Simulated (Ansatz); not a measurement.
**TiO2: straining the crystal, equal strain of all cell vectors**

Aim: apply equal strain of all cell vectors to TiO2 from -4.5 to +4.5 %, where the shape is held and the atoms relax, and follow energy, stress and any gap.

Computed with Ansatz 0.2.0 (DFT PBE+U, scalar-relativistic, plane waves, PAW, unless a step's input says otherwise).

2 further runs of the same task are left out: 2 set aside as unsound or not needed.

## (1) Starting point

The structure is tetragonal, space group P4_2/mnm (No. 136). Conventional cell: a = 4.640 Å, b = 4.640 Å, c = 3.006 Å, α = 90.00°, β = 90.00°, γ = 90.00°. Ti (site symmetry mmm) has 6 O at 1.97 to 2.01 Å as nearest neighbours. O (site symmetry m2m) is surrounded by 3 Ti at 1.97 to 2.01 Å.

Coordinates:

```xyz
6
Lattice="4.6404 0.0000 0.0000 0.0000 4.6404 0.0000 0.0000 0.0000 3.0061" Properties=species:S:1:pos:R:3 pbc="T T T"
Ti    2.3202    2.3202    0.0000
Ti    0.0000    0.0000    1.5031
O     3.2220    3.2220    1.5031
O     3.7385    0.9019    0.0000
O     0.9019    3.7385    0.0000
O     1.4183    1.4183    1.5031
```

It goes back to an entry of the Materials Project.

This cell was relaxed beforehand with the same method: volume 10.79 Å³/atom, gap on the mesh 2.26 eV.

The unstrained cell comes from an earlier run at this level (6 atoms, E(σ→0) -7270.7532 eV, gap 2.26 eV over the zone).

## (2) At -1.5 %

input.yaml reads:

```yaml
crystal:
  lattice:
    - [4.5707447596, 0.0, 0.0]
    - [0.0, 4.5707447596, 0.0]
    - [0.0, 0.0, 2.9610210096]
  atoms:
    - { symbol: Ti, position: [0.5, 0.5, 0.0] }
    - { symbol: Ti, position: [0.0, 0.0, 0.5] }
    - { symbol: O, position: [0.6943530392, 0.6943530392, 0.5] }
    - { symbol: O, position: [0.8056469608, 0.1943530392, 0.0] }
    - { symbol: O, position: [0.1943530392, 0.8056469608, 0.0] }
    - { symbol: O, position: [0.3056469608, 0.3056469608, 0.5] }
basis:
  ecutwfc: 420
kpoints:
  mp_grid: { grid: [6, 6, 10] }
hamiltonian:
  xc: pbe
  hubbard: { sites: [{ species: Ti, l: d, u_eff: 4.0 }] }
scf:
  occupations: { method: gaussian, width: 0.02 }
output:
  forces: true
  stress: true
  eigenvalues: true
  write_density: true
  write_potential: true
  elf: true
  volumetric_format: npy
relax:
  adjacent_minimum: "off"
  f_tol: 0.008
  max_steps: 40
```

Command:

```bash
$ ansatz run input.yaml --threads 1 --pin off --max-ram 2560MiB --backend cpu --events-out ev --progress --plain --runs-dir out
```

The session goes on with these runs: seeking the band edges at -1.5 %; At +1.5 %; seeking the band edges at +1.5 %; strain -3.0 %; seeking the band edges at -3.0 %; strain +3.0 %; band edges over the zone at +3.0 %; At -4.5 %; seeking the band edges at -4.5 %; At +4.5 %; seeking the band edges at +4.5 %.

What does the calculation give? Wanted: (1/V) d²E/dε² at zero strain, cubic fit; gap shift, negative and positive side.

**Answer**, as computed:

| quantity | value |
| --- | --- |
| largest energy cost | 152.9 meV/atom at -4.5 % |
| (1/V) d²E/dε² at zero strain, cubic fit | 1931 GPa |
| gap shift, negative and positive side | -48, -42 meV per % |

What this shows: From the curvature follows nine times the bulk modulus at fixed shape: 1931 GPa. Compression by 4.5 % costs 152.9 meV/atom and stretching 110.2. The gap runs from 2.50 eV at -4.5 % through 2.26 to 2.10 eV at +4.5 %.
